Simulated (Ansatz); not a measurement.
**NaI: levels along high-symmetry lines**

```xyz
4
Lattice="5.1453 0.0000 0.0000 -2.5726 4.4559 0.0000 0.0000 0.0000 8.0060" Properties=species:S:1:pos:R:3 pbc="T T T"
Na    0.0000    2.9706   -0.0507
Na    2.5726    1.4853    3.9523
I     0.0000    2.9706    3.0610
I     2.5726    1.4853    7.0640
```

Atoms are numbered in the order listed.

The cell was built from the wurtzite type and relaxed in the same program, and has space group P6_3mc; it needn't be a known or the stable phase.

Spin–orbit coupling is left out, though it moves levels of the heavy atoms by tenths of an eV or more.

These are results of DFT, PBE, all-electron LAPW, scalar-relativistic in Ansatz 0.2.0, not measurements.

The runs use a Γ-centred 10×10×6 k mesh, Fermi–Dirac smearing of 0.08 eV, basis error target 0.5 meV/atom, no spin polarisation.

Points in fractions of the reciprocal vectors of this cell: Γ (0, 0, 0), M (0.5, 0, 0), K (0.333, 0.333, 0), A (0, 0, 0.5), L (0.5, 0, 0.5), H (0.333, 0.333, 0.5). The path joins them by straight lines in the order Γ–M–K–Γ–A–L–H–A–L; legs that retrace an earlier one aren't tabulated. Energies are in eV from the top of the valence band.

Q: Is there a gap, and where are the band edges?

A: 3.71 eV, direct at Γ.

Q: List the levels between -20 and 7 eV at the symmetry points.

A: 
Γ: -10.48, -10.35, -1.23, -0.29 (×2), -0.12 (×2), 0.00, 3.71, 5.15
M: -10.37, -10.33, -1.14, -0.92, -0.71, -0.52, -0.33, -0.22, 5.52, 5.63, 6.07
K: -10.34 (×2), -0.93, -0.85 (×2), -0.52, -0.51 (×2), 5.91, 6.54 (×2), 6.70
A: -10.42 (×2), -0.71 (×2), -0.21 (×4), 4.77 (×2)
L: -10.35 (×2), -1.20 (×2), -0.38 (×2), -0.30 (×2), 5.39 (×2), 6.65 (×2)
H: -10.34 (×2), -1.08 (×2), -0.74 (×2), -0.21 (×2), 6.14 (×2), 6.53 (×2)
